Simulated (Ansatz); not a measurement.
# Ga2O3 under changes of volume

One of the cells (10.442 Å³/atom); the others are scaled copies at fixed shape and fractional positions:

```
Ga O
1.0
     6.10700   -1.51855    0.00000
     6.10700    1.51855    0.00000
    -1.38599    0.00000    5.63001
Ga O
4 6
Direct
  0.34134 0.34134 0.68598
  0.65866 0.65866 0.31402
  0.90950 0.90950 0.20540
  0.09050 0.09050 0.79460
  0.50410 0.50410 0.74340
  0.49590 0.49590 0.25660
  0.82670 0.82670 0.43680
  0.17330 0.17330 0.56320
  0.83550 0.83550 0.89020
  0.16450 0.16450 0.10980
```

```yaml
Program: Ansatz 0.2.0
Functional: r2SCAN
Dispersion: rVV10
Potentials_or_basis: Ansatz PAW
Cutoff: "500 eV (not typed: the program's choice for these potentials)"
k_mesh: 9 × 9 × 5
Occupations: fermi-dirac, width 0.05 eV
Spin: no spin polarisation
```

```tsv
volume (Å³/atom)	energy over the lowest point (meV/atom)	pressure (GPa)	gap on the mesh (eV)	largest force (eV/Å)
9.816	27.65	15.1	3.66	0.442
10.025	11.69	9.5	3.45	0.323
10.233	2.71	4.4	3.25	0.213
10.442	0.00	-0.2	3.05	0.115
10.651	2.91	-4.2	2.87	0.141
10.860	10.87	-7.9	2.69	0.221
11.069	?	?	?	?
```

Q: What does the run at 11.069 Å³/atom give?

A: Energy over the lowest point 23.36 meV/atom; pressure -11.2 GPa; gap on the mesh 2.51 eV; largest force 0.304 eV/Å.

Worked out: A Birch-Murnaghan fit of order 3 (a polynomial in V^(-2/3)) to the other rows has its minimum at 10.43 Å³/atom with B0 = V·E''(V) = 216 GPa and B' = 4.4 at fixed shape and positions, which overstates the stiffness. It gives 23.38 meV/atom at 11.069 Å³/atom, against the run's 23.36, and -dE/dV = -11.2 GPa, against -11.2. A straight line through the other rows of the gap, of slope -9.6 eV per unit of ln V, extrapolates to 2.50 eV, against the run's 2.51.

Energies are extrapolated to zero smearing.

Caveats: odd divisions of the mesh miss points on the zone boundary, where band edges often lie, so the gap on the mesh can be too wide; the PAW data sets come from PBE, with cores solved anew for the run's functional, which leaves a small shift of forces and pressure.

A mesh can miss the band edges. Spin-orbit coupling on Ga is left out.
